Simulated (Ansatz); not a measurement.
Ga2O3:

```
Ga O
1.0
     6.10700   -1.51855    0.00000
     6.10700    1.51855    0.00000
    -1.38599    0.00000    5.63001
Ga O
4 6
Direct
  0.34134 0.34134 0.68598
  0.65866 0.65866 0.31402
  0.90950 0.90950 0.20540
  0.09050 0.09050 0.79460
  0.50410 0.50410 0.74340
  0.49590 0.49590 0.25660
  0.82670 0.82670 0.43680
  0.17330 0.17330 0.56320
  0.83550 0.83550 0.89020
  0.16450 0.16450 0.10980
```

Program: Ansatz 0.2.0. Alike in all runs: task band structure; no spin polarisation; cell as given.

Order these runs on this cell by their band gap on the k mesh, lowest first.
A. level HSE06; potentials or basis Ansatz PAW; k mesh 6 × 6 × 4; cutoff (eV) 420; smearing fixed; level hse06; run kind scf
B. level PBE0; potentials or basis Ansatz PAW; k mesh 6 × 6 × 4; cutoff (eV) 420; smearing fixed; level pbe0; run kind scf
C. level r2SCAN; potentials or basis Ansatz PAW; k mesh 9 × 9 × 5; cutoff (eV) 500; smearing fermi-dirac 0.05 eV; points for each segment of the path 10
D. level PBE; potentials or basis Ansatz PAW polarizable; k mesh 9 × 9 × 5; cutoff (eV) 420; smearing fermi-dirac 0.05 eV; points for each segment of the path 10

D (2.44 eV), C (3.09 eV), A (4.26 eV), B (4.97 eV).

A k mesh can miss the band edges.

Not every run made on this cell is shown here.
